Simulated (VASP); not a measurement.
# MnS (R-3m) in VASP: a series of runs, part 2 of 2

VASP 6.6.1. The steps go on from the part before.

### 5 Single point, PBE, collinear spin, ferromagnetic start

Input file INCAR:

```
SYSTEM = MnS
ADDGRID = .False.
ALGO = Normal
EDIFF = 1E-6
ENCUT = 400
GGA = PE
ISIF = 2
ISMEAR = 0
ISPIN = 2
LASPH = .True.
LCHARG = .False.
LMAXMIX = 4
LORBIT = 11
LREAL = .False.
LWAVE = .False.
MAGMOM = 4 0
NELM = 100
PREC = Accurate
SIGMA = 0.05
```

Input file KPOINTS:

```
k-points
0
Gamma
  5 5 5
  0 0 0
```

Input file POSCAR:

```
MnS
1.0
    1.8299960138      1.0565486912      2.9709202777
   -1.8299960138      1.0565486912      2.9709202777
    0.0000000000     -2.1130973823      2.9709202777
Mn S
1 1
Direct
   -0.0003430000      0.0039840000     -0.0109630000
    0.4802460000      0.5015880000      0.5288910000
```

Run with:

```sh
> cat potpaw_PBE.64/Mn_pv/POTCAR potpaw_PBE.64/S_h/POTCAR > POTCAR
> mpirun -np 1 vasp_std > vasp.out
```

Run time: 26 s. Hardware: 1 thread of Intel Xeon Platinum 8488C (Sapphire Rapids), shared host; peak memory 0.17 GiB.

The run converged, but some of its settings lie outside the range that counts as converged, so its numbers aren't taken as properties of the crystal.

Results:

| Property | Result |
| --- | --- |
| Free energy | -14.0577 eV |
| Largest force | 0.367 eV/Å |
| Band gap on the k mesh | none (metal or under the smearing width) |
| Net moment | 4.55 μB per cell |
| Site moments | Mn +4.15; S +0.06 μB |
| Valence electrons inside the program's atomic spheres | Mn 11.34; S 2.12 |

Caveat: the k mesh is coarse (spacing up to 0.42 Å⁻¹), so the values aren't converged; the cutoff is under 1.25 times the usual one of these potentials, so pressure, stress and relaxed cells hold a basis-set (Pulay) error; a cell with one magnetic atom can't hold antiferromagnetic order, which such compounds often take; semilocal functionals often make such compounds metallic where correlation or magnetic order opens a gap, which also shifts bond lengths.

### 6 Single point, PBE, collinear spin, ferromagnetic start

INCAR, as its differences from that of step 5:

```diff
@@ -4,3 +4,3 @@
 EDIFF = 1E-6
-ENCUT = 400
+ENCUT = 700
 GGA = PE
```

Input file KPOINTS:

```
k-points
0
Gamma
  4 4 4
  0 0 0
```

Input file POSCAR:

```
MnS
1.0
    1.8299960138      1.0565486912      2.9709202777
   -1.8299960138      1.0565486912      2.9709202777
    0.0000000000     -2.1130973823      2.9709202777
Mn S
1 1
Direct
    0.0000000000      0.0000000000      0.0000000000
    0.5000000000      0.5000000000      0.5000000000
```

Potentials or basis: VASP PAW PBE potentials, release 64 (Mn_pv, S_h).

Run with:

```sh
> cat potpaw_PBE.64/Mn_pv/POTCAR potpaw_PBE.64/S_h/POTCAR > POTCAR
> mpirun -np 1 vasp_std > vasp.out
```

OUTCAR:

```text
SYSTEM = MnS
   EDIFF = 1E-6
   ENCUT = 700
   GGA = PE
   ISIF = 2
   ISMEAR = 0
   ISPIN = 2
   LASPH = .True.
   LORBIT = 11
   LREAL = .False.
   NELM = 100
   PREC = Accurate

 Found     13 irreducible k-points:

 Following reciprocal coordinates:
            Coordinates               Weight
  0.000000  0.000000  0.000000      1.000000
  0.250000  0.000000  0.000000      6.000000
  0.500000  0.000000  0.000000      3.000000
  0.250000  0.250000  0.000000      6.000000
  0.500000  0.250000 -0.000000     12.000000
 -0.250000  0.250000  0.000000      6.000000
   k-points           NKPTS =     13   k-points in BZ     NKDIM =     13   number of bands    NBANDS=     15
   number of dos      NEDOS =    301   number of ions     NIONS =      2
   total plane-waves  NPLWV =  32768
   dimension x,y,z NGX =    32 NGY =   32 NGZ =   32
   dimension x,y,z NGXF=    64 NGYF=   64 NGZF=   64
   ions per type =               1   1
   NGX,Y,Z   is equivalent  to a cutoff of  14.59, 14.59, 14.59 a.u.
   NGXF,Y,Z  is equivalent  to a cutoff of  29.18, 29.18, 29.18 a.u.
 SYSTEM =  MnS
   PREC   = accura    normal or accurate (medium, high low for compatibility)
   ISTART =      0    job   : 0-new  1-cont  2-samecut
   ICHARG =      2    charge: 1-file 2-atom 10-const
   ISPIN  =      2    spin polarized calculation?
   LNONCOLLINEAR =      F non collinear calculations
   LSORBIT =      F    spin-orbit coupling
   LASPH  =      T    aspherical Exc in radial PAW
   ENCUT  =  700.0 eV  51.45 Ry    7.17 a.u.   7.86  7.86  7.86*2*pi/ulx,y,z
   NELM   =    100;   NELMIN=  2; NELMDL= -5     # of ELM steps
   EDIFF  = 0.1E-05   stopping-criterion for ELM
   LREAL  =      F    real-space projection
   EDIFFG = 0.1E-04   stopping-criterion for IOM
   NSW    =      0    number of steps for IOM
   IBRION =     -1    ionic relax: 0-MD 1-quasi-New 2-CG
   NFREE  =      0    steps in history (QN), initial steepest desc. (CG)
   ISIF   =      2    stress and relaxation
   ISYM   =      2    0-nonsym 1-usesym 2-fastsym
   POTIM  = 0.5000    time-step for ionic-motion
   TEBEG  =    0.0;   TEEND  =   0.0 temperature during run
   PSTRESS=    0.0 pullay stress
   NELECT =      19.0000    total number of electrons
   NUPDOWN=      -1.0000    fix difference up-down
   EMIN   =  10.00;   EMAX   =-10.00  energy-range for DOS
   EFERMI =   0.00;   METHOD = LEGACY
   ISMEAR =     0;   SIGMA  =   0.05  broadening in eV -4-tet -1-fermi 0-gaus
   EFERMI_NEDOS =   21; number of points for ismear=-14 and -15
   IALGO  =     38    algorithm
   IMIX   =      4    mixing-type and parameters
     AMIX     =   0.40;   BMIX     =  1.00
     AMIX_MAG =   1.60;   BMIX_MAG =  1.00
  volume/ion in A,a.u.               =      17.23       116.29
  Fermi-wavevector in a.u.,A,eV,Ry     =   1.342349  2.536672 24.516344  1.801900
  Thomas-Fermi vector in A             =   2.470510
   LORBIT       =     11    0 simple, 1 ext, 2 COOP (PROOUT), +10 PAW based schemes
   GGA     = PE    functional components
   LHFCALC =     F    Hartree Fock is set to
   AEXX    =    0.0000 exact exchange contribution
   IVDW    =     0    specifies the selected vdW correction
   LEPSILON=     F    determine dielectric tensor
   LRPA    =     F    only Hartree local field effects (RPA)
 spin polarized calculation
 Gauss-broadening in eV      SIGMA  =   0.05
  energy-cutoff  :      700.00
  volume of cell :       34.47
 maximum number of plane-waves:      1459
   NGX = 15   NGY = 15   NGZ = 15

 number of electron      18.9999996 magnetization       4.3755880

 Free energy of the ion-electron system (eV)
  ---------------------------------------------------
  ext. energy  EPLUGINS =         0.00000000
  ---------------------------------------------------
  free energy    TOTEN  =       -14.08197561 eV

  energy without entropy =      -14.07663310  energy(sigma->0) =      -14.07930436

 E-fermi :   7.4933     XC(G=0): -10.8283

 val. band max:        7.4615590239   @ k =   0.0000   0.0000   0.0000
 cond. band min:       7.5057089488   @ k =   0.5000   0.2500  -0.0000
 fundamental gap:      0.0441499250
 Fermi energy:         7.4932509622

 spin component 1

 k-point     1 :       0.0000    0.0000    0.0000
  band No.  band energies     occupation
      1     -43.2728      1.00000
      2     -43.2690      1.00000
      3     -43.2690      1.00000
      4      -7.5101      1.00000
      5       3.9871      1.00000
      6       3.9871      1.00000
      7       3.9983      1.00000
      8       4.0862      1.00000
      9       4.0862      1.00000
     10       5.3143      1.00000
     11       5.3143      1.00000
     12       5.3627      1.00000
     13       9.1811      0.00000
     14      15.8619      0.00000
     15      15.8657      0.00000
[... 73 lines left out ...]
 k-point     6 :      -0.2500    0.2500    0.0000
  band No.  band energies     occupation
      1     -43.2755      1.00000
      2     -43.2755      1.00000
      3     -43.2716      1.00000
      4      -6.2498      1.00000
      5       1.0001      1.00000
      6       2.3541      1.00000
      7       2.4833      1.00000
      8       4.3845      1.00000
      9       4.5728      1.00000
     10       5.1086      1.00000
     11       5.2773      1.00000
     12       7.5962      0.00180
     13      11.5641      0.00000
     14      13.7156      0.00000
     15      13.8607      0.00000

 [... further k-points ...]

 spin component 2

 k-point     1 :       0.0000    0.0000    0.0000
  band No.  band energies     occupation
      1     -38.9902      1.00000
      2     -38.9890      1.00000
      3     -38.9890      1.00000
      4      -7.2883      1.00000
      5       5.4607      1.00000
      6       5.4607      1.00000
      7       5.5100      1.00000
      8       7.4322      0.95785
      9       7.4322      0.95785
     10       7.4616      0.81498
     11       7.5128      0.28969
     12       7.5128      0.28969
     13      10.1007      0.00000
     14      16.7938      0.00000
     15      16.7940      0.00000
[... 73 lines left out ...]
 k-point     6 :      -0.2500    0.2500    0.0000
  band No.  band energies     occupation
      1     -38.9978      1.00000
      2     -38.9947      1.00000
      3     -38.9914      1.00000
      4      -6.0850      1.00000
      5       1.6756      1.00000
      6       3.0448      1.00000
      7       3.8143      1.00000
      8       8.1592      0.00000
      9       8.2875      0.00000
     10       8.5539      0.00000
     11       8.5594      0.00000
     12      10.2873      0.00000
     13      12.2890      0.00000
     14      14.5469      0.00000
     15      14.7819      0.00000

 [... further k-points ...]

------------------------ aborting loop because EDIFF is reached ----------------------------------------

  FORCE on cell =-STRESS in cart. coord.  units (eV):
  Direction    XX          YY          ZZ          XY          YZ          ZX
  --------------------------------------------------------------------------------------
  -------------------------------------------------------------------------------------
  Total       -1.0650539     -1.0650539     -1.0032289      0.0000000     -0.0000000      0.0000000
  in kB      -49.5108383    -49.5108383    -46.6367950      0.0000000     -0.0000000      0.0000000
  external PRESSURE =     -48.5528239 kB  Pullay stress =       0.0000000 kB

 VOLUME and BASIS-vectors are now :
 -----------------------------------------------------------------------------
  energy-cutoff  :      700.00
  volume of cell :       34.47
      direct lattice vectors                 reciprocal lattice vectors
     1.829996014  1.056548691  2.970920278     0.273224639  0.157746319  0.112198680
    -1.829996014  1.056548691  2.970920278    -0.273224639  0.157746319  0.112198680
     0.000000000 -2.113097382  2.970920278     0.000000000 -0.315492638  0.112198680

 POSITION                                       TOTAL-FORCE (eV/Angst)
 -----------------------------------------------------------------------------------
      0.00000      0.00000      0.00000        -0.000000     -0.000000      0.000000
      0.00000      0.00000      4.45638         0.000000      0.000000     -0.000000
 -----------------------------------------------------------------------------------
    total drift:                               -0.000000     -0.000000     -0.000000

  FREE ENERGIE OF THE ION-ELECTRON SYSTEM (eV)
  ---------------------------------------------------
  free  energy   TOTEN  =       -14.0819756094 eV

  energy  without entropy=      -14.0766331043  energy(sigma->0) =      -14.07930436

 total charge

# of ion       s       p       d       tot
------------------------------------------
    1        0.214   6.167   4.962  11.343
    2        0.812   1.284   0.000   2.096
--------------------------------------------------
tot          1.026   7.451   4.962  13.439

 magnetization (x)

# of ion       s       p       d       tot
------------------------------------------
    1        0.048   0.037   3.949   4.035
    2        0.019   0.022   0.000   0.041
--------------------------------------------------
tot          0.067   0.060   3.949   4.076
```

OSZICAR:

```text
N       E                     dE             d eps       ncg     rms          rms(c)
DAV:   1     0.153712490995E+03    0.15371E+03   -0.12484E+04   788   0.162E+03
DAV:   2    -0.906702151681E+01   -0.16278E+03   -0.15563E+03   871   0.378E+02
DAV:   3    -0.151492711908E+02   -0.60822E+01   -0.59889E+01   920   0.782E+01
DAV:   4    -0.152425482660E+02   -0.93277E-01   -0.93230E-01   983   0.102E+01
DAV:   5    -0.152450177515E+02   -0.24695E-02   -0.24693E-02   972   0.164E+00    0.940E+00
DAV:   6    -0.141934018559E+02    0.10516E+01   -0.87739E+00   826   0.373E+01    0.953E+00
DAV:   7    -0.140827078705E+02    0.11069E+00   -0.10220E+00   794   0.158E+01    0.512E+00
DAV:   8    -0.140864353578E+02   -0.37275E-02   -0.54084E-02   963   0.214E+00    0.258E+00
DAV:   9    -0.140812231767E+02    0.52122E-02   -0.11312E-02   872   0.138E+00    0.217E-01
DAV:  10    -0.140818901900E+02   -0.66701E-03   -0.20680E-03   976   0.477E-01    0.113E-01
DAV:  11    -0.140819431231E+02   -0.52933E-04   -0.17899E-04   955   0.115E-01    0.530E-02
DAV:  12    -0.140819711861E+02   -0.28063E-04   -0.56899E-05   976   0.707E-02    0.301E-02
DAV:  13    -0.140819750904E+02   -0.39043E-05   -0.58630E-06   962   0.260E-02    0.142E-02
DAV:  14    -0.140819756094E+02   -0.51900E-06   -0.49959E-06   962   0.238E-02
   1 F= -.14081976E+02 E0= -.14079304E+02  d E =-.534251E-02  mag=     4.3756
```

It took 22 s on 1 thread of Intel Xeon Platinum 8488C (Sapphire Rapids), shared host; peak memory 0.2 GiB.

The run converged, but some of its settings lie outside the range that counts as converged, so its numbers aren't taken as properties of the crystal.

What came out:

| Item | Value |
| --- | --- |
| Free energy | -14.0820 eV |
| Pressure | -4.9 GPa |
| Band gap on the k mesh | none (metal or under the smearing width) |
| Net moment | 4.38 μB per cell |
| Site moments | Mn +4.04; S +0.04 μB |
| Valence electrons inside the program's atomic spheres | Mn 11.34; S 2.10 |

Caveat: the k mesh is coarse (spacing up to 0.53 Å⁻¹), so the values aren't converged; a cell with one magnetic atom can't hold antiferromagnetic order, which such compounds often take; semilocal functionals often make such compounds metallic where correlation or magnetic order opens a gap, which also shifts bond lengths.

### 7 For comparison

An earlier run on the cell as given: functional PBE; potentials or basis VASP PAW PBE potentials, release 64 (Mn_pv, S); cutoff 520 eV; k mesh 9 × 9 × 9; occupations fermi-dirac, width 0.05 eV; collinear spin, ferromagnetic start; starting moments [4.0, 0.0] μB.

* Pressure: -1.6 GPa
* Band gap on the k mesh: none (metal or under the smearing width)
* Net moment: 4.66 μB per cell
* Site moments: Mn +4.22; S +0.10 μB
* Valence electrons inside the program's atomic spheres: Mn 11.33; S 3.73
